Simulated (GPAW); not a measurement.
The system is CuO (Tenorite).

```
Cu O
1.0
     2.34465   -1.71340    0.00000
     2.34465    1.71340    0.00000
    -0.86055    0.00000    5.05944
Cu O
2 2
Direct
  0.49680 0.00320 0.50000
  0.00320 0.49680 0.00000
  0.40560 0.57140 0.75370
  0.57140 0.40560 0.25370
```

| Quantity | Value |
| --- | --- |
| Program | GPAW 26.7.0 |
| Task | single point |
| Functional | PBE |
| Potentials or basis | GPAW PAW data sets (gpaw-data 1.2.1) |
| Cutoff | 800 eV |
| Basis | pw |
| k mesh | 10 × 10 × 5 |
| Occupations | fermi-dirac, width 0.05 eV |
| Spin | no spin polarisation |

On this cell: pressure 7.9 GPa; largest force 0.840 eV/Å; band gap on the k mesh none (metal or under the smearing width).

The same run follows on a disturbed copy (atoms moved at random, drawn with an rms of 0.05 Å):

```
CELL_PARAMETERS angstrom
2.34465 -1.71340 0.00000
2.34465 1.71340 0.00000
-0.86055 0.00000 5.05944
ATOMIC_POSITIONS crystal
Cu 0.50570 0.99000 0.49524
Cu 0.01154 0.50101 0.99728
O 0.40012 0.57752 0.76099
O 0.57635 0.41408 0.25814
```

Q: What does the disturbed cell give?

A: The energy (extrapolated to zero smearing) moves by +21.1 meV/atom; pressure 8.8 GPa; largest force 1.694 eV/Å; band gap on the k mesh none (metal or under the smearing width).

Forces on the atoms (eV/Å):
```
Cu  -0.226  0.239  0.974
Cu  -1.238  0.579  0.896
O    1.005 -0.713 -1.162
O    0.459 -0.106 -0.707
```

Stress tensor (GPa, compression positive):
```
 9.62 -0.07 -3.39
-0.07  8.05  0.89
-3.39  0.89  8.64
```

Caveats: with this Cu data set, volumes or pressures lay over 1.5 % or 2 GPa off other programs in two to four cells of ten; the run has no spin polarisation, though such a crystal can be magnetic; semilocal functionals often make such compounds metallic where correlation or magnetic order opens a gap, which also shifts bond lengths.
